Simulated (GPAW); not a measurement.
Set up this calculation in GPAW 26.7.0, as an ASE script.

```yaml
Task: band structure
Functional: LDA
Potentials_or_basis: PAW data sets generated in the run's folder for this functional
Cutoff: 600 eV
Basis: pw
k_mesh: 7 × 7 × 7
Occupations: fermi-dirac, width 0.05 eV
Spin: collinear spin, ferromagnetic start
Starting_moments: "[1.0, 0.0] μB"
Maxiter: 150
Band_path: GXMGRX,MR
Band_points: 80
```

The structure of AlNi lies in AlNi.cif:

```cif
data_AlNi
_cell_length_a 2.88100000
_cell_length_b 2.88100000
_cell_length_c 2.88100000
_cell_angle_alpha 90.00000000
_cell_angle_beta 90.00000000
_cell_angle_gamma 90.00000000
_space_group_name_H-M_alt 'Pm-3m'
_space_group_name_Hall '-P 4 2 3'
_space_group_IT_number 221
loop_
_space_group_symop_operation_xyz
'x,y,z'
'-x,-y,-z'
'-y,x,z'
'y,-x,-z'
'-x,-y,z'
'x,y,-z'
'y,-x,z'
'-y,x,-z'
'x,-y,-z'
'-x,y,z'
'-y,-x,-z'
'y,x,z'
'-x,y,-z'
'x,-y,z'
'y,x,-z'
'-y,-x,z'
'z,x,y'
'-z,-x,-y'
'z,-y,x'
'-z,y,-x'
'z,-x,-y'
'-z,x,y'
'z,y,-x'
'-z,-y,x'
'-z,x,-y'
'z,-x,y'
'-z,-y,-x'
'z,y,x'
'-z,-x,y'
'z,x,-y'
'-z,y,x'
'z,-y,-x'
'y,z,x'
'-y,-z,-x'
'x,z,-y'
'-x,-z,y'
'-y,z,-x'
'y,-z,x'
'-x,z,y'
'x,-z,-y'
'-y,-z,x'
'y,z,-x'
'-x,-z,-y'
'x,z,y'
'y,-z,-x'
'-y,z,x'
'x,-z,y'
'-x,z,-y'
loop_
_atom_site_label
_atom_site_type_symbol
_atom_site_symmetry_multiplicity
_atom_site_Wyckoff_symbol
_atom_site_fract_x
_atom_site_fract_y
_atom_site_fract_z
_atom_site_occupancy
Ni1 Ni 1 b 0.5000000000 0.5000000000 0.5000000000 1
Al1 Al 1 a 0.0000000000 0.0000000000 0.0000000000 1
```

The input as run:

run.py

```python
from ase.dft.bandgap import bandgap
from ase.io import read, write
from ase.units import GPa
from gpaw import GPAW, PW, setup_paths

setup_paths.insert(0, '.')

atoms = read('AlNi.cif')
atoms.set_initial_magnetic_moments([1.0, 0.0])

calc = GPAW(mode=PW(600),
            xc='LDA',
            kpts={'size': (7, 7, 7), 'gamma': True},
            occupations={'name': 'fermi-dirac', 'width': 0.05},
            nbands=20,
            convergence={'density': 1e-05, 'energy': 1e-05},
            maxiter=150,
            txt='gpaw.txt')
atoms.calc = calc
energy = atoms.get_potential_energy()
forces = atoms.get_forces()
stress = atoms.get_stress()
calc.write('gs.gpw')
write('result.traj', atoms)
print(f'Energy: {energy:.6f} eV')
print('Forces (eV/A):')
print(forces.round(4))
print('Stress (GPa):', (stress / GPa).round(3))
print('Moments:', calc.get_magnetic_moments().round(3))
print('Fermi level:', round(calc.get_fermi_level(), 4), 'eV')
print(f'Gap: {bandgap(calc)[0]:.4f} eV, direct: {bandgap(calc, direct=True)[0]:.4f} eV')

path = atoms.cell.bandpath('GXMGRX,MR', npoints=80, eps=1e-4)
bs_calc = calc.fixed_density(kpts=path, symmetry='off', nbands=30,
                             convergence={'bands': 'CBM+6.0', 'eigenstates': 1e-6}, txt='bands.txt')
bs = bs_calc.band_structure()
bs.write('bs.json')
print(f'Gap on the path: {bandgap(bs_calc)[0]:.4f} eV')
```

Potentials or basis: PAW data sets generated in the run's folder for this functional, pw.

Run with:

```sh
$ gpaw-setup -f LDA Al Ni
$ OMP_NUM_THREADS=1 python run.py
```

It gave:

```yaml
Pressure: -7.8 GPa
Band_gap_along_the_path: none (metal or under the smearing width)
Net_moment: 0.00 μB per cell
```

Caveat: the stock nickel data set gives pressures a few GPa off other programs.

Wall time 38 s on 1 thread of Intel(R) Xeon(R) Platinum 8488C (Sapphire Rapids) (shared host), peak memory 0.24 GiB.
